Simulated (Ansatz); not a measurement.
**TaN under changes of volume**

One of the cells (10.776 Å³/atom); the others are scaled copies at fixed shape and fractional positions:

```
CELL_PARAMETERS angstrom
2.93800 0.00000 0.00000
-1.46900 2.54438 0.00000
0.00000 0.00000 2.88300
ATOMIC_POSITIONS crystal
Ta 0.00000 0.00000 0.50000
N 0.66667 0.33333 0.00000
```

| Quantity | Value |
| --- | --- |
| Program | Ansatz 0.2.0 |
| Functional | PBE0 |
| Potentials or basis | Ansatz PAW |
| Cutoff | 420 eV (not typed: the program's choice for these potentials) |
| k mesh | 6 × 6 × 4 |
| Occupations | fermi-dirac, width 0.05 eV |
| Spin | no spin polarisation |

| volume (Å³/atom) | energy over the lowest point (meV/atom) | pressure (GPa) |
| --- | --- | --- |
| 10.129 | ? | ? |
| 10.345 | 12.71 | 13.1 |
| 10.560 | 0.94 | 4.6 |
| 10.776 | 0.00 | -3.0 |
| 10.991 | 8.66 | -9.9 |
| 11.207 | 26.14 | -16.0 |
| 11.422 | 51.54 | -21.6 |

Task: What does the run at 10.129 Å³/atom give?

Result: Energy over the lowest point 36.40 meV/atom; pressure 22.5 GPa.

Worked out: A Birch-Murnaghan fit of order 3 (a polynomial in V^(-2/3)) to the other rows has its minimum at 10.69 Å³/atom with B0 = V·E''(V) = 373 GPa and B' = 4.0 at fixed shape and positions, which overstates the stiffness. It gives 36.40 meV/atom at 10.129 Å³/atom, against the run's 36.40, and -dE/dV = 22.3 GPa, against 22.5.

Energies are extrapolated to zero smearing.

Caveats: all runs use coarse meshes; the PAW data sets come from PBE, with cores solved anew for the run's functional, which leaves a small shift of forces and pressure; the thresholds are loose for stress.
